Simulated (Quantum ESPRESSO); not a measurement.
# Ag in Quantum ESPRESSO: work function with PBE

Aim: the work function of Ag with PBE.

All numbers are computed with Quantum ESPRESSO 7.5; they aren't measurements. Logs are shortened: lines on timing, memory, paths and dates and some standing lists are left out, and cuts for length are marked.

**1. The slab as given**

The cell holds a slab with vacuum, 6 atoms: a = 2.946 Å, b = 2.946 Å, c = 27.005 Å, α = 90.00°, β = 90.00°, γ = 120.00°.

**2. Work function, PBE**

Contents of pw.in:

```
&CONTROL
  calculation = 'scf'
  prefix = 'pwscf'
  outdir = './tmp'
  pseudo_dir = './pseudo'
  tprnfor = .true.
  disk_io = 'low'
/
&SYSTEM
  ibrav = 0
  celldm(1) = 8
  nat = 6
  ntyp = 1
  ecutwfc = 82
  nbnd = 73
  occupations = 'smearing'
  smearing = 'fd'
  degauss = 0.00367493
/
&ELECTRONS
  conv_thr = 6d-09
  electron_maxstep = 150
  mixing_beta = 0.3
  mixing_mode = 'local-TF'
/
ATOMIC_SPECIES
Ag   107.8682 Ag.upf
CELL_PARAMETERS alat
  0.6959139268069   0.0000000000000   0.0000000000000
 -0.3479569634200   0.6026791394717   0.0000000000000
  0.0000000000000   0.0000000000000   6.3790561563530
ATOMIC_POSITIONS crystal
Ag     0.0000000000    0.0000000000    0.2777241959
Ag     0.6666666667    0.3333333333    0.3666062915
Ag     0.3333333334    0.6666666667    0.4554883870
Ag     0.6666666667    0.3333333333    0.5445116130
Ag     0.3333333334    0.6666666667    0.6333937085
Ag     0.0000000000    0.0000000000    0.7222758041
K_POINTS automatic
10 10 1 0 0 0
```

Contents of pp_density.in:

```
&INPUTPP
  prefix = 'pwscf'
  outdir = './tmp'
  filplot = 'density.dat'
  plot_num = 0
/
&PLOT
  nfile = 1
  filepp(1) = 'density.dat'
  iflag = 3
  output_format = 6
  fileout = 'density.cube'
/
```

Contents of pp_potential.in:

```
&INPUTPP
  prefix = 'pwscf'
  outdir = './tmp'
  filplot = 'potential.dat'
  plot_num = 11
/
&PLOT
  nfile = 1
  filepp(1) = 'potential.dat'
  iflag = 3
  output_format = 6
  fileout = 'potential.cube'
/
```

Contents of pp_elf.in:

```
&INPUTPP
  prefix = 'pwscf'
  outdir = './tmp'
  filplot = 'elf.dat'
  plot_num = 8
/
&PLOT
  nfile = 1
  filepp(1) = 'elf.dat'
  iflag = 3
  output_format = 6
  fileout = 'elf.cube'
/
```

Potentials or basis: PseudoDojo 0.4.1 SR PBE standard.

Started as:

```bash
OMP_NUM_THREADS=1 pw.x -in pw.in > pw.out
OMP_NUM_THREADS=1 pp.x -in pp_density.in > pp_density.out
OMP_NUM_THREADS=1 pp.x -in pp_potential.in > pp_potential.out
OMP_NUM_THREADS=1 pp.x -in pp_elf.in > pp_elf.out
```

pw.out:

```text
This program is part of the open-source Quantum ESPRESSO suite
     for quantum simulation of materials; please cite
[... 9 lines left out ...]
     --------------------
     sticks:   dense  smooth     PW     G-vecs:    dense   smooth      PW
     Sum         703     703    199               137161   137161   21417

     Using Slab Decomposition

     bravais-lattice index     =            0
     lattice parameter (alat)  =       8.0000  a.u.
     unit-cell volume          =    1369.8344 (a.u.)^3
     number of atoms/cell      =            6
     number of atomic types    =            1
     number of electrons       =       114.00
     number of Kohn-Sham states=           73
     kinetic-energy cutoff     =      82.0000  Ry
     charge density cutoff     =     328.0000  Ry
     scf convergence threshold =      6.0E-09
     mixing beta               =       0.3000
     number of iterations used =            8  local-TF  mixing
     Exchange-correlation= PBE
                           (   1   4   3   4   0   0   0)

     celldm(1)=   8.000000  celldm(2)=   0.000000  celldm(3)=   0.000000
     celldm(4)=   0.000000  celldm(5)=   0.000000  celldm(6)=   0.000000

     crystal axes: (cart. coord. in units of alat)
               a(1) = (   0.695914   0.000000   0.000000 )
               a(2) = (  -0.347957   0.602679   0.000000 )
               a(3) = (   0.000000   0.000000   6.379056 )

     reciprocal axes: (cart. coord. in units 2 pi/alat)
               b(1) = (  1.436959  0.829629 -0.000000 )
               b(2) = (  0.000000  1.659258  0.000000 )
               b(3) = (  0.000000 -0.000000  0.156763 )

     PseudoPot. # 1 for Ag read from file:
     Ag.upf
     Pseudo is Norm-conserving + core correction, Zval = 19.0
     Generated using ONCVPSP code by D. R. Hamann
     Using radial grid of 1538 points,  6 beta functions with:
                l(1) =   0
                l(2) =   0
                l(3) =   1
                l(4) =   1
                l(5) =   2
                l(6) =   2

     atomic species   valence    mass     pseudopotential
     Ag               19.00   107.86820     Ag( 1.00)

     12 Sym. Ops., with inversion, found

   Cartesian axes

     site n.     atom                  positions (alat units)
         1        Ag     tau(   1) = (   0.0000000   0.0000000   1.7716182  )
         2        Ag     tau(   2) = (   0.3479570   0.2008930   2.3386021  )
         3        Ag     tau(   3) = (   0.0000000   0.4017861   2.9055860  )
         4        Ag     tau(   4) = (   0.3479570   0.2008930   3.4734702  )
         5        Ag     tau(   5) = (   0.0000000   0.4017861   4.0404540  )
[... 18 lines left out ...]

     Dense  grid:   137161 G-vectors     FFT dimensions: (  36,  36, 300)

     Initial potential from superposition of free atoms

     starting charge     113.9972, renormalised to     114.0000

     negative rho (up, down):  2.023E-05 0.000E+00
     Starting wfcs are   60 randomized atomic wfcs +   13 random wfcs

     Self-consistent Calculation

     iteration #  1     ecut=    82.00 Ry     beta= 0.30
     Davidson diagonalization with overlap
     ethr =  1.00E-02,  avg # of iterations =  6.8

     Threshold (ethr) on eigenvalues was too large:
     Diagonalizing with lowered threshold

     Davidson diagonalization with overlap
     ethr =  2.85E-04,  avg # of iterations =  2.5

     negative rho (up, down):  3.457E-08 0.000E+00

     total energy              =   -1860.20084437 Ry
     estimated scf accuracy    <       0.33365105 Ry

     iteration #  2     ecut=    82.00 Ry     beta= 0.30
     Davidson diagonalization with overlap
     ethr =  2.93E-04,  avg # of iterations =  1.0
[... 74 lines left out ...]
     iteration # 13     ecut=    82.00 Ry     beta= 0.30
     Davidson diagonalization with overlap
     ethr =  7.26E-12,  avg # of iterations =  2.0

     End of self-consistent calculation

          k = 0.0000 0.0000 0.0000 ( 17007 PWs)   bands (ev):

   -85.2585 -85.2584 -85.2067 -85.2003 -85.0975 -85.0975 -48.7669 -48.7547
   -48.6987 -48.6823 -48.6823 -48.6823 -48.6823 -48.6462 -48.6265 -48.6265
   -48.6166 -48.6166 -48.5552 -48.5550 -48.5309 -48.5309 -48.5309 -48.5309
    -0.5867  -0.1239   0.4796   0.6131   0.7387   0.7967   1.9923   2.0121
     2.0364   2.0364   2.0800   2.0800   2.0908   2.0908   2.1882   2.2250
     2.2250   2.2930   2.2930   2.2932   2.2932   2.8184   2.8184   2.9959
     3.0098   3.0098   3.1381   3.1381   3.3183   3.3183   3.5281   3.5281
     3.6010   3.6010   4.4019   6.1340   6.8199  10.5291  10.6781  11.7055
    11.9349  13.7939  13.9162  16.2483  16.5749  19.1336  19.5557  21.9031
    22.1677
[... 42 lines left out ...]
   -85.2505 -85.2505 -85.1974 -85.1945 -85.0898 -85.0898 -48.7762 -48.7746
   -48.7468 -48.7404 -48.7136 -48.7058 -48.7056 -48.7052 -48.6731 -48.6558
   -48.6510 -48.6364 -48.6172 -48.6171 -48.5534 -48.5534 -48.5486 -48.5486
     0.7209   0.7356   0.7925   0.8549   1.0397   1.0887   1.1573   1.2416
     1.4759   1.8162   1.9452   2.0340   2.1421   2.3474   2.5926   2.6367
     2.7060   3.0103   3.0814   3.1568   3.3635   3.4496   3.5123   3.5346
     3.5437   3.6210   3.6504   3.6756   3.7189   3.7496   4.9435   5.1710
     5.8665   6.9501   8.3190   9.7205  11.0422  11.3234  12.1128  12.2259
    12.7864  13.8295  14.2724  14.6917  15.2244  15.5326  15.6786  16.7677
    17.3602

          k = 0.0000-0.8296 0.0000 ( 17198 PWs)   bands (ev):

   -85.2497 -85.2497 -85.1962 -85.1941 -85.0890 -85.0890 -48.7854 -48.7841
   -48.7495 -48.7416 -48.7155 -48.7108 -48.7083 -48.7081 -48.6731 -48.6589
   -48.6536 -48.6386 -48.6259 -48.6259 -48.5558 -48.5558 -48.5480 -48.5480
     0.6490   0.6620   0.7019   0.7835   0.9408   1.0308   1.0773   1.1686
     1.4039   1.7822   1.8844   1.9840   2.0980   2.3160   2.6847   2.6926
     2.7798   3.0920   3.1879   3.2069   3.4054   3.6189   3.6498   3.6683
     3.6861   3.7271   3.7719   3.8158   3.8623   3.8669   6.7335   6.9490
     7.4605   7.8232   8.0879   8.1308  10.4527  10.6793  11.4484  11.5868
    12.1204  13.5021  14.5761  14.9079  15.4872  15.9197  16.3142  16.6263
    17.2020
[... 94 lines left out ...]
   -85.2487 -85.2487 -85.1947 -85.1939 -85.0881 -85.0881 -48.7635 -48.7633
   -48.7455 -48.7444 -48.7377 -48.7359 -48.7030 -48.6957 -48.6906 -48.6760
   -48.6609 -48.6577 -48.6065 -48.6064 -48.5889 -48.5889 -48.5471 -48.5471
     1.1168   1.2157   1.2403   1.3672   1.4271   1.5626   1.5706   1.5790
     1.7135   1.7589   1.8682   2.0990   2.0996   2.1917   2.2373   2.3744
     2.3827   2.5470   2.5600   2.7140   2.7788   2.9575   2.9894   3.1541
     3.3495   3.4715   3.4820   3.5850   3.6579   3.6648   8.2033   8.6265
     9.3232  10.1854  10.6069  10.6836  10.9985  11.1735  11.8719  12.0681
    12.0706  12.9675  13.1663  13.4061  13.8659  14.4201  15.5239  15.6643
    16.1292

     the Fermi energy is     6.5548 ev

!    total energy              =   -1860.17043604 Ry
     estimated scf accuracy    <          4.9E-09 Ry
     smearing contrib. (-TS)   =      -0.00225707 Ry
     internal energy E=F+TS    =   -1860.16817897 Ry

     The total energy is F=E-TS. E is the sum of the following terms:
     one-electron contribution =  -12302.32982691 Ry
     hartree contribution      =    6171.56177451 Ry
     xc contribution           =    -277.77885343 Ry
     ewald contribution        =    4548.37872686 Ry

     convergence has been achieved in  13 iterations

     Forces acting on atoms (cartesian axes, Ry/au):

     atom    1 type  1   force =     0.00000000    0.00000000    0.00228231
     atom    2 type  1   force =     0.00000000    0.00000000    0.00174756
     atom    3 type  1   force =     0.00000000   -0.00000000   -0.00212077
     atom    4 type  1   force =     0.00000000    0.00000000    0.00212077
     atom    5 type  1   force =     0.00000000   -0.00000000   -0.00174756
     atom    6 type  1   force =     0.00000000   -0.00000000   -0.00228231

     Total force =     0.005052     Total SCF correction =     0.000585
     SCF correction compared to forces is large: reduce conv_thr to get better values

=------------------------------------------------------------------------------=
   JOB DONE.
=------------------------------------------------------------------------------=
```

pp_potential.out:

```text
This program is part of the open-source Quantum ESPRESSO suite
     for quantum simulation of materials; please cite
         "P. Giannozzi et al., J. Phys.:Condens. Matter 21 395502 (2009);
         "P. Giannozzi et al., J. Phys.:Condens. Matter 29 465901 (2017);
         "P. Giannozzi et al., J. Chem. Phys. 152 154105 (2020);
     in publications or presentations arising from this work. More details at

     IMPORTANT: XC functional enforced from input :
     Exchange-correlation= PBE
                           (   1   4   3   4   0   0   0)
     Any further DFT definition will be discarded
     Please, verify this is what you really want

     G-vector sticks info
     --------------------
     sticks:   dense  smooth     PW     G-vecs:    dense   smooth      PW
     Sum         703     703    199               137161   137161   21417

     Using Slab Decomposition

     Calling punch_plot, plot_num =  11
     Writing data to file  potential.dat
     Reading data from file  potential.dat

     Writing data to be plotted to file potential.cube
     Plot Type: 3D                     Output format: Gaussian cube

=------------------------------------------------------------------------------=
   JOB DONE.
=------------------------------------------------------------------------------=
```

It took 8.4 min on 1 thread of Arm Neoverse V1, shared host; peak memory 0.54 GiB.

What came out:

```
Free energy                     : -25308.9081 eV
Largest force                   : 0.059 eV/Å
Band gap on the k mesh          : none (metal or under the smearing width)
Work function of the upper face : 4.47 eV
Work function of the lower face : 4.47 eV
```

Forces on the atoms (eV/Å):
```
Ag   0.000  0.000  0.059
Ag   0.000  0.000  0.045
Ag   0.000  0.000 -0.055
Ag   0.000  0.000  0.055
Ag   0.000  0.000 -0.045
Ag   0.000  0.000 -0.059
```

Levels at points of the mesh, in eV from the Fermi level:
| k point | band 54 | band 55 | band 56 | band 57 | band 58 | band 59 | band 60 | band 61 | band 62 | band 63 |
| --- | --- | --- | --- | --- | --- | --- | --- | --- | --- | --- |
| (0.00, 0.00, 0.00) | -3.24 | -3.03 | -3.03 | -2.95 | -2.95 | -2.15 | -0.42 | 0.27 | 3.97 | 4.12 |
| (0.00, -0.50, 0.00) | -2.69 | 0.18 | 0.39 | 0.91 | 1.27 | 1.53 | 1.58 | 3.90 | 4.12 | 4.89 |
